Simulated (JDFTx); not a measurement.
A run of JDFTx 1.7.0 (patched build):

Contents of CoO.in:

```
include CoO.lattice
coords-type Lattice
include CoO.ionpos

ion-species pseudo/Co.upf
ion-species pseudo/O.upf
elec-cutoff 48 384
elec-ex-corr lda-PW
kpoint-folding 11 11 11
elec-smearing Fermi 0.0018374661
elec-n-bands 19
spintype z-spin
initial-magnetic-moments Co 2
elec-initial-magnetization 2 no
electronic-SCF nIterations 100 energyDiffThreshold 1e-09
electronic-minimize nIterations 30 energyDiffThreshold 1e-7
converge-empty-states yes
forces-output-coords Cartesian

dump-name run.$VAR
dump End Ecomponents EigStats BandEigs Kpoints Forces Stress ElecDensity
```

CoO.lattice

```
lattice \
    0.0000000000     4.0279512346     4.0279512346 \
    4.0279512346     0.0000000000     4.0279512346 \
    4.0279512346     4.0279512346     0.0000000000
```

The input CoO.ionpos:

```
ion Co     0.0000000000     0.0000000000     0.0000000000 1
ion O      0.5000000000     0.5000000000     0.5000000000 1
```

Potentials or basis: PseudoDojo-SR-LDA-0.4.1-standard with smoothed tails.

Command:

```console
$ jdftx -c 1 -i CoO.in -o CoO.out
```

Hardware: 1 thread of Intel(R) Xeon(R) 6975P-C (Granite Rapids) (shared host).

**Question.** Estimate the wall time of this run.

**Answer.** Wall time 110 s on 1 thread of Intel(R) Xeon(R) 6975P-C (Granite Rapids) (shared host), peak memory 0.23 GiB. Counts: scf iterations 11, bands 19, k points 56, plane waves 2076.
